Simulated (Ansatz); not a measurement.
# Sc (Sc, bcc): the cost of one run

Program: Ansatz 0.2.0. Level of theory: DFT PBE, plane waves (420 eV) with PAW, scalar-relativistic. These are calculated values, not measurements.

## 1. The system as given

It takes space group Im-3m (No. 229, cubic). Conventional cell: a = 3.684 Å, b = 3.684 Å, c = 3.684 Å, α = 90.00°, β = 90.00°, γ = 90.00°. Sc (site symmetry m-3m) has 8 Sc at 3.19 Å as nearest neighbours.

Coordinates:

```
Sc
1.0
    -1.84207    1.84207    1.84207
     1.84207   -1.84207    1.84207
     1.84207    1.84207   -1.84207
Sc
1
Direct
  0.00000 0.00000 0.00000
```

Starting moments (μB): +1.

## 2. Relaxation of the cell

Input file input.yaml:

```yaml
crystal:
  lattice:
    - [-1.8420678645, 1.8420678645, 1.8420678645]
    - [1.8420678645, -1.8420678645, 1.8420678645]
    - [1.8420678645, 1.8420678645, -1.8420678645]
  atoms:
    - { symbol: Sc, position: [0.0, 0.0, 0.0], spin: 1.0 }
hamiltonian:
  xc: pbe
  pseudopotentials:
    kind: paw
    azcp:
      Sc: "pseudopotentials/Sc.paw.azcp"
basis:
  ecutwfc: 420
  fft_grid_basis: typed
kpoints:
  mp_grid: { grid: [12, 12, 12], shift: [0, 0, 0] }
magnetization:
  spin_polarized: true
scf:
  occupations: { method: fermi_dirac, width: 0.05 }
relax:
  max_steps: 60
  f_tol: 0.01
  cell: {}
```

Started as:

```sh
> ansatz run input.yaml --threads 2 --pin off --max-ram 6144MiB --backend cpu --events-out ev --progress --plain --runs-dir out
```

**Question.** How long does this run take on 2 threads of Arm Neoverse V1, shared host, and how much memory does it need?

About 5.3 s, with a peak of 0.29 GiB.
